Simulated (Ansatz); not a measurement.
**C (Fd-3m, 2 atoms in the cell): modes against uniaxial strain along [001]**

Aim: how do the optical modes of C (Fd-3m, 2 atoms in the cell) shift and split under this strain?

Program: Ansatz 0.2.0. Level of theory: DFT PBE, scalar-relativistic, plane waves, PAW; PAW set soft_1. Results are calculated unless marked as measured.

This is a report of a sequence of runs, with most program output left out.

## Step 1: Set-up

The structure is cubic, space group Fd-3m (No. 227). The conventional cell has a = 3.567 Å, b = 3.567 Å, c = 3.567 Å, α = 90.00°, β = 90.00°, γ = 90.00°. C has 4 C at 1.54 Å nearest.

As a file:

```cif
data_structure
_symmetry_space_group_name_H-M 'P 1'
_symmetry_Int_Tables_number 1
_cell_length_a 2.5221
_cell_length_b 2.5221
_cell_length_c 2.5221
_cell_angle_alpha 60.000
_cell_angle_beta 60.000
_cell_angle_gamma 60.000
_cell_volume 11.34
loop_
_atom_site_label
_atom_site_type_symbol
_atom_site_fract_x
_atom_site_fract_y
_atom_site_fract_z
_atom_site_occupancy
C1 C 0.50000 0.50000 0.50000 1
C2 C 0.75000 0.75000 0.75000 1
```

## Step 2: Relaxation

The cell and atoms are relaxed, since residual forces and stress would shift the frequencies.

Input file input.yaml:

```yaml
crystal:
  lattice:
    - [0.0, 1.78337, 1.78337]
    - [1.78337, 0.0, 1.78337]
    - [1.78337, 1.78337, 0.0]
  atoms:
    - { symbol: C, position: [0.5, 0.5, 0.5] }
    - { symbol: C, position: [0.75, 0.75, 0.75] }
kpoints:
  mp_grid: { grid: [12, 12, 12] }
hamiltonian:
  xc: pbe
  pseudopotentials: { kind: paw, azcp: { folder: soft_1 } }
scf:
  occupations: { method: gaussian, width: 0.02 }
output:
  forces: true
  stress: true
  eigenvalues: true
  write_density: true
  write_potential: true
  elf: true
  volumetric_format: npy
relax:
  adjacent_minimum: "off"
  f_tol: 0.005
  max_steps: 80
  cell: { stress_tol: 0.05 }
```

Command:

```console
$ ansatz run input.yaml --threads 4 --pin off --max-ram 10240MiB --backend cpu --events-out ev --progress --plain --runs-dir out
```

Wall time 2.7 s (4 threads of Intel Xeon at 2.50GHz (Skylake/Cascade Lake), shared host); peak memory 0.3 GiB.

Relaxation path:

```
step  energy less that of the first step (eV)  largest force component (eV/Å)  pressure (GPa)  volume (Å³)
   1                                   0.0000                          0.0000            1.79        11.34
   2                                  -0.0001                          0.0000            0.70        11.37
   3                                  -0.0001                          0.0000            0.00        11.39
  4*                                  -0.0002                          0.0000            0.03        11.39
```

Relaxation steps marked * repeat the geometry before them on a plane-wave basis chosen anew for their cell, so energy and pressure can jump there.

Forces are held to the 48 operations that the run works with; a distortion that breaks them can't arise in this run.

```
conventional cell, symmetrised  before  after  change
                         a (Å)   3.567  3.572  +0.1 %
                         b (Å)   3.567  3.572  +0.1 %
                         c (Å)   3.567  3.572  +0.1 %
              volume (Å³/atom)    5.67   5.69  +0.4 %
```

The relaxed structure:

```xyz
2
Lattice="0.0000 1.7858 1.7858 1.7858 0.0000 1.7858 1.7858 1.7858 0.0000" Properties=species:S:1:pos:R:3 pbc="T T T"
C     1.7858    1.7858    1.7858
C     2.6787    2.6787    2.6787
```

This step gave:

| Item | Value |
| --- | --- |
| pressure | 0.02958 GPa |
| gap on the k-mesh | 4.151 eV |
| volume per atom | 5.695 Å³ |

Valence density in the ac plane of a cell with a along [110], b along [-110] and c along [001] of the cube at fractional y = 0.000, with atoms of C within 0.2 Å of it. It is the smooth field of the valence electrons, not physical close to the nuclei.

Ten even steps from '_' (0.1 e/Å³) to '@' (1.7 e/Å³), each cell a mean:
```
@@**::....==%%@@**::....==%%
++::______..==++::______..==
..__________....__________..
____________________________
____::--::..______::--::..__
__..++%%##--____..++%%##--__
::==%%@@@@**--::==%%@@@@**--
##%%@@@@@@@@%%##%%@@@@@@@@%%
@@@@**====##@@@@@@**====##@@
```
Columns run along a (5.1 Å), rows up along c (3.6 Å), edges of the conventional cell, whose origin can differ from the input's. Atoms in or near the plane, at fractional coordinates: C at (0.00, 0.00), C at (0.50, 0.00), C at (0.25, 0.25), C at (0.75, 0.25).

ELF in the ac plane of a cell with a along [110], b along [-110] and c along [001] of the cube at fractional y = 0.000, with atoms of C within 0.2 Å of it. It is the smooth field of the valence electrons, not physical close to the nuclei.

Ten even steps from '0' (0.03) to '9' (0.90), each cell a mean:
```
25423532542353
64100356410035
21000022100002
00011000001100
01354200135420
13544421354442
57513765751376
69857986985798
17867831786783
```
Columns run along a (5.1 Å), rows up along c (3.6 Å), edges of the conventional cell, whose origin can differ from the input's. Atoms in or near the plane, at fractional coordinates: C at (0.00, 0.00), C at (0.50, 0.00), C at (0.25, 0.25), C at (0.75, 0.25).

Electrostatic potential energy in the ac plane of a cell with a along [110], b along [-110] and c along [001] of the cube at fractional y = 0.000, with atoms of C within 0.2 Å of it. With pseudopotentials it is smooth inside the atoms' cores, unlike the true potential.

Ten even steps from '_' (-48 eV) to '@' (14 eV), each cell a mean:
```
..==%%@@@@##::..==%%@@@@##::
##%%@@@@@@@@####%%@@@@@@@@##
@@@@@@@@@@@@@@@@@@@@@@@@@@@@
@@@@@@@@@@@@@@@@@@@@@@@@@@@@
@@@@@@%%%%@@@@@@@@@@%%%%@@@@
@@@@**::==%%@@@@@@**::==%%@@
@@%%--__..**@@@@%%--__..**@@
==**++::--**++==**++::--**++
__--%%%%%%**..__--%%%%%%**..
```
Columns run along a (5.1 Å; values clipped at the 3rd and 97th percentile), rows up along c (3.6 Å), edges of the conventional cell, whose origin can differ from the input's. Atoms in or near the plane, at fractional coordinates: C at (0.00, 0.00), C at (0.50, 0.00), C at (0.25, 0.25), C at (0.75, 0.25).

In this step the volume went from 5.67 to 5.69 Å³/atom.

## Step 3: Tight relaxation

Phonons need small forces and stress, so the relaxation is finished with tight tolerances on 12×12×12 k points.

input.yaml, the sections that differ from step 2:

```yaml
crystal:
  lattice:
    - [0.0, 1.7857737936, 1.7857737936]
    - [1.7857737936, 0.0, 1.7857737936]
    - [1.7857737936, 1.7857737936, 0.0]
  atoms:
    - { symbol: C, position: [0.5, 0.5, 0.5] }
    - { symbol: C, position: [0.75, 0.75, 0.75] }
scf:
  occupations: { method: fixed }
output:
  forces: true
  stress: true
  eigenvalues: true
relax:
  adjacent_minimum: "off"
  f_tol: 0.001
  max_steps: 60
  cell: { stress_tol: 0.01 }
# kpoints, hamiltonian: as in step 2
```

It took 2.1 s on 4 threads; peak memory 0.29 GiB.

Little changed from the start: no atom moved by 0.005 Å and no cell edge by 0.1 %.

This step gave:

```yaml
pressure: -1.70e-4 GPa
```

The forces vanish by symmetry and the pressure is 0.000 GPa, within the tolerances set. The cell now holds 5.70 Å³/atom.

## Step 4: Modes at rest

The modes at rest are the reference of the series, and the response to a field gives the dielectric tensor and the Born charges.

input.yaml, the sections that differ from step 3:

```yaml
crystal:
  lattice:
    - [0.0, 1.7858145694, 1.7858145694]
    - [1.7858145694, 0.0, 1.7858145694]
    - [1.7858145694, 1.7858145694, 0.0]
  atoms:
    - { symbol: C, position: [0.5, 0.5, 0.5] }
    - { symbol: C, position: [0.75, 0.75, 0.75] }
output:
  eigenvalues: true
phonons:
  method: dfpt
  dielectric: true
  rigid_motions: translations
# kpoints, hamiltonian, scf: as in step 3
# relax: removed
```

It took 14 s on 4 threads; peak memory 0.46 GiB.

Numbers from this step:

| Item | Value |
| --- | --- |
| sum-rule residual before enforcement | 2.23e-5 eV/Å² |
| miss of the charge sum rule | 5.82e-4 e |
| estimated error of the dielectric tensor | 0.01581 |
| estimated error of the Born charges | 0.004436 e |
| point group | m-3m |
| highest optical mode at the zone centre (no LO-TO term) | 1289 cm⁻¹ |
| lowest optical zone-centre mode | 1289 cm⁻¹ |
| mean high-frequency dielectric constant | 5.851 |
| largest Born charge (third of the trace) | 0 e |
| mean static dielectric constant | 5.851 |
| top of the zone-centre spectrum with the field | 1289 cm⁻¹ |

Patterns of degenerate modes are one choice out of their space. Modes at Γ:

```
mode  frequency (cm⁻¹)  symmetry
   1               0.0  acoustic
   2               0.0  acoustic
   3               0.0  acoustic
   4            1289.1       T2g
   5            1289.1       T2g
   6            1289.1       T2g
```

Displacements in mode 4 (1289.1 cm⁻¹), the largest set to 1:
```
C1   0.00  0.00 -1.00
C2   0.00  0.00  1.00
```

Optical modes at the zone centre, without and with the macroscopic field of the longitudinal modes; each column is sorted by frequency, so a row need not hold one and the same mode. Modes with and without the field, by row:

```
rank among optical modes  no field (cm⁻¹)  q along (1, 0, 0) (cm⁻¹)
                       1             1289                      1289
                       2             1289                      1289
                       3             1289                      1289
```

The Born charge (rows field, columns displacement) vanishes on all sites.

High-frequency dielectric tensor:

```
5.85 0.00 0.00
0.00 5.85 0.00
0.00 0.00 5.85
```

Static dielectric tensor (ions relaxed, fixed cell):

```
5.85 0.00 0.00
0.00 5.85 0.00
0.00 0.00 5.85
```

Before it was imposed, the acoustic sum rule was missed by 2.2e-5 eV/Å² and the charge sum rule by 5.8e-4 e. Small misses are needed for a sound result but don't prove that mesh and cutoff are converged. The lowest optical mode is real, 1289 cm⁻¹.

## Step 5: A member of the series: uniaxial strain of +4 % along [001]

The cell takes a uniaxial strain of +4 % along [001]. The strained length and the angles are held, while the rest of the cell and the atoms relax.

input.yaml, the sections that differ from step 4:

```yaml
crystal:
  lattice:
    - [0.0, 1.7810849959, 1.8572471522]
    - [1.7810849959, 0.0, 1.8572471522]
    - [1.7810849959, 1.7810849959, 0.0]
  atoms:
    - { symbol: C, position: [0.5, 0.5, 0.5] }
    - { symbol: C, position: [0.75, 0.75, 0.75] }
  conventional_axes: [[-1, 1, 1], [1, -1, 1], [1, 1, -1]]
output:
  forces: true
  stress: true
  eigenvalues: true
relax:
  adjacent_minimum: "off"
  f_tol: 0.001
  max_steps: 60
  cell: { stress_tol: 0.01, fix: [c, angles] }
# kpoints, hamiltonian, scf: as in step 4
# phonons: removed
```

Wall time 5.8 s (4 threads); peak memory 0.31 GiB.

Little changed from the start: no atom moved by 0.005 Å and no cell edge by 0.1 %.

Numbers from this step:

```yaml
pressure: -13.21 GPa
gap_on_the_k_mesh: 3.554 eV
volume_per_atom: 5.884 Å³
```

The forces vanish by symmetry.

## Step 6: Modes of this member: uniaxial strain of +4 % along [001]

The zone-centre modes follow for uniaxial strain of +4 % along [001], with the response to a field.

input.yaml, the sections that differ from step 5:

```yaml
crystal:
  lattice:
    - [0.0, 1.7799109273, 1.8572471522]
    - [1.7799109273, 0.0, 1.8572471522]
    - [1.7799109273, 1.7799109273, 0.0]
  atoms:
    - { symbol: C, position: [0.5, 0.5, 0.5] }
    - { symbol: C, position: [0.75, 0.75, 0.75] }
output:
  eigenvalues: true
phonons:
  method: dfpt
  dielectric: true
  rigid_motions: translations
# kpoints, hamiltonian, scf: as in step 5
# relax: removed
```

Wall time 36 s (4 threads); peak memory 0.77 GiB.

This step gave:

| Quantity | Value |
| --- | --- |
| sum-rule residual before enforcement | 3.94e-5 eV/Å² |
| miss of the charge sum rule | 6.62e-4 e |
| estimated error of the dielectric tensor | 0.01711 |
| estimated error of the Born charges | 0.004497 e |
| point group | 4/mmm |
| highest optical mode at the zone centre (no LO-TO term) | 1256 cm⁻¹ |
| lowest optical zone-centre mode | 1222 cm⁻¹ |
| mean high-frequency dielectric constant | 5.924 |
| mean static dielectric constant | 5.924 |
| top of the zone-centre spectrum with the field | 1256 cm⁻¹ |

Patterns of degenerate modes are one choice out of their space. Modes at Γ:

```
mode  frequency (cm⁻¹)  symmetry
   1               0.0  acoustic
   2               0.0  acoustic
   3               0.0  acoustic
   4            1222.2       B1g
   5            1255.5        Eg
   6            1255.5        Eg
```

The lowest optical mode is real, 1222 cm⁻¹, and the highest lies at 1255.5 cm⁻¹.

## Step 7: A member of the series: uniaxial strain of -4 % along [001]

The cell takes a uniaxial strain of -4 % along [001]. The strained length and the angles are held, while the rest of the cell and the atoms relax.

input.yaml, the sections that differ from step 6:

```yaml
crystal:
  lattice:
    - [0.0, 1.7924446676, 1.7143819866]
    - [1.7924446676, 0.0, 1.7143819866]
    - [1.7924446676, 1.7924446676, 0.0]
  atoms:
    - { symbol: C, position: [0.5, 0.5, 0.5] }
    - { symbol: C, position: [0.75, 0.75, 0.75] }
  conventional_axes: [[-1, 1, 1], [1, -1, 1], [1, 1, -1]]
output:
  forces: true
  stress: true
  eigenvalues: true
relax:
  adjacent_minimum: "off"
  f_tol: 0.001
  max_steps: 60
  cell: { stress_tol: 0.01, fix: [c, angles] }
# kpoints, hamiltonian, scf: as in step 6
# phonons: removed
```

It took 5.5 s on 4 threads; peak memory 0.31 GiB; 16 s of CPU time.

The steps of the relaxation:

```
step  energy less that of the first step (eV)  largest force component (eV/Å)  pressure (GPa)  volume (Å³)
   1                                   0.0000                          0.0000           15.40        11.02
   2                                  -0.0001                          0.0000           14.43        11.04
   3                                  -0.0001                          0.0000           13.97        11.05
  4*                                  -0.0002                          0.0000           13.99        11.05
   5                                  -0.0002                          0.0000           13.97        11.05
  6*                                  -0.0002                          0.0000           13.97        11.05
```

Relaxation steps marked * repeat the geometry before them on a plane-wave basis chosen anew for their cell, so energy and pressure can jump there.

Forces are held to the 16 operations that the run works with; a distortion that breaks them can't arise in this run.

```
conventional cell, symmetrised  before  after  change
                         a (Å)   2.535  2.539  +0.1 %
                         b (Å)   2.535  2.539  +0.1 %
                         c (Å)   3.429  3.429  -0.0 %
              volume (Å³/atom)    5.51   5.52  +0.3 %
```

Final coordinates:

```xyz
2
Lattice="0.0000 1.7951 1.7144 1.7951 0.0000 1.7144 1.7951 1.7951 0.0000" Properties=species:S:1:pos:R:3 pbc="T T T"
C     1.7951    1.7951    1.7144
C     2.6927    2.6927    2.5716
```

This step gave:

```
pressure          : 13.97 GPa
gap on the k-mesh : 3.058 eV
volume per atom   : 5.524 Å³
```

The forces vanish by symmetry.

(Part 1 of 2 ends here.)

[Logs are printed without paths, hosts, clocks, repeated set-up lines and the standing remarks that a program may print on its own settings, such as how far it seeks lower states.]

[Hosts, paths, dates, database ids (printed as entryN), source tags and the programs' standing remarks are cut or masked in the printed files.]
